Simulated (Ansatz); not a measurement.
How far is PAW off for TaN?

```
CELL_PARAMETERS angstrom
3.04800 -0.01524 -0.01524
-1.53720 2.64727 -0.00558
-0.02459 -0.02459 4.91800
ATOMIC_POSITIONS crystal
Ta 0.00000 0.00000 0.00000
Ta 0.00000 0.00000 0.50000
N 0.33333 0.66667 0.25000
N 0.66667 0.33333 0.75000
```

Atoms are numbered in the order listed.

The geometry is COD entry 1523630, unchecked; take it as a test cell. The listed cell was then made from it by scaling, straining or moving an atom.

No spin–orbit coupling, which matters for the heavy atoms here.

Methods: DFT, PBEsol, PAW with Ansatz's default frozen-core files, scalar-relativistic (Ansatz 0.2.0); DFT, PBEsol, all-electron LAPW, scalar-relativistic (Ansatz 0.2.0).

For PAW: a Γ-centred 9×9×5 k mesh, Fermi–Dirac smearing of 0.01 eV, cutoff 420 eV, no spin polarisation; the PAW files were made with PBE, and the program remakes their frozen cores for this functional. LAPW targets a basis error of 0.5 meV/atom. The Ansatz runs share mesh, smearing and spin set-up. Plane-wave (PAW) pressures include the program's estimate of the Pulay term.

Stress and pressure are positive in compression.

The change that made this cell: equal xy, yz and zx engineering shear strains of -1 %.

PAW results:

```csv
quantity,PAW
pressure (GPa),48.66
stress xx (GPa),20.58
stress yy (GPa),20.65
stress zz (GPa),104.76
stress yz (GPa),2.50
stress xz (GPa),2.51
stress xy (GPa),1.25
"force on N3, x (eV/Å)",-0.219
```

What does all-electron LAPW give for the same quantities?


```json
{"quantity": "pressure (GPa)", "LAPW": "48.06"}
{"quantity": "stress xx (GPa)", "LAPW": "20.10"}
{"quantity": "stress yy (GPa)", "LAPW": "20.16"}
{"quantity": "stress zz (GPa)", "LAPW": "103.91"}
{"quantity": "stress yz (GPa)", "LAPW": "2.47"}
{"quantity": "stress xz (GPa)", "LAPW": "2.49"}
{"quantity": "stress xy (GPa)", "LAPW": "1.21"}
{"quantity": "force on N3, x (eV/Å)", "LAPW": "-0.217"}
```
